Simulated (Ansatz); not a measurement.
The system is CuI (Marshite).

```
I Cu
1.0
     0.00000    3.03150    3.03150
     3.03150    0.00000    3.03150
     3.03150    3.03150    0.00000
I Cu
1 1
Direct
  0.00000 0.00000 0.00000
  0.75000 0.75000 0.75000
```

- Program: Ansatz 0.2.0
- Task: relaxation of cell and atoms
- Functional: PBEsol
- Dispersion: D3(BJ)
- Potentials or basis: all-electron LAPW, scalar-relativistic
- Basis error allowed: 0.001 eV/atom
- k mesh: 8 × 8 × 8
- Occupations: fermi-dirac, width 0.05 eV
- Spin: no spin polarisation

At the start: volume 27.86 Å³/atom.

Question: Where does the relaxation end?

Answer: Over 5 steps the energy falls by 41.2 meV/atom and the volume is 25.16 Å³/atom (-9.7 %); space group F-43m (No. 216, to 0.05 Å).

Step by step:
```csv
step,energy change (eV),largest force (eV/Å),volume (Å³)
1,0.0000,0.0000,55.72
2,-0.0822,0.0000,50.13
3,-0.0823,0.0000,50.37
4,-0.0823,0.0000,50.32
5,-0.0823,0.0000,50.32
```

Final structure:
```
CELL_PARAMETERS angstrom
0.00000 2.93029 2.93029
2.93029 0.00000 2.93029
2.93029 2.93029 0.00000
ATOMIC_POSITIONS crystal
I 0.00000 0.00000 0.00000
Cu 0.75000 0.75000 0.75000
```
